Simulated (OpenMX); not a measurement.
**Moving the volume of the cell in Al**

```
Al
1.0
     0.00000    2.02481    2.02481
     2.02481    0.00000    2.02481
     2.02481    2.02481    0.00000
Al
1
Direct
  0.00000 0.00000 0.00000
```

Kept alike: task single point; functional PBE; k mesh 9 × 9 × 9; occupations fermi-dirac, width 0.05 eV; no spin polarisation. Program: OpenMX, OpenMX 2013 PBE set, Al7.0-s2p2d1, grid cutoff 300 Ry. The mesh is that of the run's cell of 1 atom. No spin-orbit coupling.

| volume of cell, f (times the cell shown) | pressure (GPa) | free energy over the lowest row (meV/atom) |
| --- | --- | --- |
| 0.88 | 10.60 | 47.51 |
| 0.92 | 5.62 | 14.60 |
| 0.96 | 1.69 | 0.00 |
| 1 | -1.57 | 0.24 |
| 1.04 | -4.20 | 11.18 |
| 1.08 | -6.25 | 33.21 |

Pressure is positive in compression. The cell shown is the unstrained one; x, y and z are its Cartesian axes; atoms keep their fractions. For a metal such a mesh leaves the last digits unconverged.

The pressure falls from 10.60 to -6.25 GPa between 0.88 and 1.08 times the cell shown. The free energy is lowest at 0.96, and 47.51 meV an atom higher at 0.88.
